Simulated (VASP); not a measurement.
Wanted: the native input for a VASP 6.6.1 run.

| Quantity | Value |
| --- | --- |
| Task | relaxation of the atoms |
| Functional | LDA |
| Potentials or basis | VASP PAW LDA potentials, release 64 (K_sv, I) |
| Cutoff | 600 eV |
| k mesh | 8 × 8 × 8 |
| Occupations | gaussian, width 0.03 eV |
| Spin | no spin polarisation |
| Further INCAR settings | ALGO = Normal; EDIFF = 1e-07; IBRION = 2; EDIFFG = -0.01; NSW = 40 |

The structure of KI lies in POSCAR:

```
KI                                      
1.0
    0.0000000000      3.4361355639      3.4361355639
    3.4361355639      0.0000000000      3.4361355639
    3.4361355639      3.4361355639      0.0000000000
  K               I             
     1     1
Direct
     0.0000000000000000    0.0000000000000000    0.0000000000000000
     0.5000000000000000    0.5000000000000000    0.5000000000000000
```

The cell isn't the ideal one: a relaxed cell with its volume scaled by 1.02.

One way to write it, as run:

INCAR

```
PREC = Accurate
ENCUT = 600
EDIFF = 1E-7
ISMEAR = 0
SIGMA = 0.03
LREAL = F
LASPH = T
NELM = 80
ALGO = Normal
ISIF = 2
LWAVE = F
LCHARG = F
GGA = CA
IBRION = 2
NSW = 40
EDIFFG = -0.01
```

KPOINTS

```
regular mesh
0
Gamma
  8 8 8
```

Potentials or basis: VASP PAW LDA potentials, release 64 (K_sv, I).

Run with:

```bash
$ cat potpaw_LDA.64/K_sv/POTCAR potpaw_LDA.64/I/POTCAR > POTCAR
$ mpirun -np 1 vasp_std > vasp.out
```

It gave:

```json
{"Pressure after relaxing": "-0.3 GPa", "Band gap on the k mesh": "3.82 eV, direct"}
```

Caveat: the relaxation stopped at its first step, so nothing moved; spin-orbit coupling is left out, which moves the levels of the heavy elements.

Wall time 32 s on 1 thread of Intel(R) Xeon(R) Platinum 8488C (Sapphire Rapids), on a shared host, peak memory 0.21 GiB.
